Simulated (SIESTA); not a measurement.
The system is BP.

```
P B
1.0
     0.00000    2.26900    2.26900
     2.26900    0.00000    2.26900
     2.26900    2.26900    0.00000
P B
1 1
Direct
  0.75000 0.75000 0.75000
  0.00000 0.00000 0.00000
```

Base run:

* Program: SIESTA 5.4.2
* Functional: RPBE
* Potentials or basis: PseudoDojo 0.4 standard (PBE files)
* Basis: DZP (energy shift 0.002 Ry)
* Grid cutoff: 500 Ry
* Energy shift: 0.002 Ry
* k mesh: 10 × 10 × 10
* Occupations: fermi-dirac, width 0.05 eV
* Spin: no spin polarisation

Its results: band gap on the k mesh 1.36 eV, indirect (least direct gap 3.44 eV); pressure 5.4 GPa.

Task: The run is repeated on the same cell with these changes: functional from RPBE to PBE; basis from DZP (energy shift 0.002 Ry) to DZ (energy shift 0.002 Ry). What comes out?

Result: Band gap on the k mesh 2.24 eV, indirect (least direct gap 3.49 eV); pressure 11.6 GPa.

Several settings changed at once, so the effect can't be laid on one alone.

Caveats: the basis of atomic orbitals isn't converged, which shifts pressures, moduli and gaps; the potentials were made for another functional, which shifts forces and pressure (some runs); the basis has no polarisation orbitals (some runs).
